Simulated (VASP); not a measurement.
Crystal: ZnSnP2.

```
Zn Sn P
1.0
    -2.81272    2.81272    5.63919
     2.81272   -2.81272    5.63919
     2.81272    2.81272   -5.63919
Zn Sn P
2 2 4
Cartesian
  0.0000 2.8127 2.8196
  5.6254 0.0000 0.0000
  2.8127 0.0000 2.8196
  0.0000 0.0000 5.6392
  1.2715 1.4064 1.4098
  -1.4064 1.5412 4.2294
  4.2191 1.2715 -1.4098
  1.5412 1.4064 7.0490
```

The cell comes from a database or a generator and needn't be the stable form of this composition.

Base run:

* Program: VASP 6.6.1
* Functional: TB-mBJ
* Potentials or basis: VASP PAW PBE potentials, release 64 (Zn, Sn_d, P)
* Cutoff: 520 eV
* k mesh: 8 × 8 × 8
* Occupations: gaussian, width 0.03 eV
* Spin: no spin polarisation

Its results: band gap on the k mesh 1.68 eV, direct.

Question: The run is repeated on the same cell with these changes: functional from TB-mBJ to PBEsol; further incar settings from ALGO = Normal; EDIFF = 1e-06; NBANDS = 46 to ALGO = Fast; EDIFF = 1e-06; NBANDS = 46. What comes out?

Answer: Band gap on the k mesh 0.81 eV, direct.

Caveats: spin-orbit coupling is left out, which moves the levels of the heavy elements.
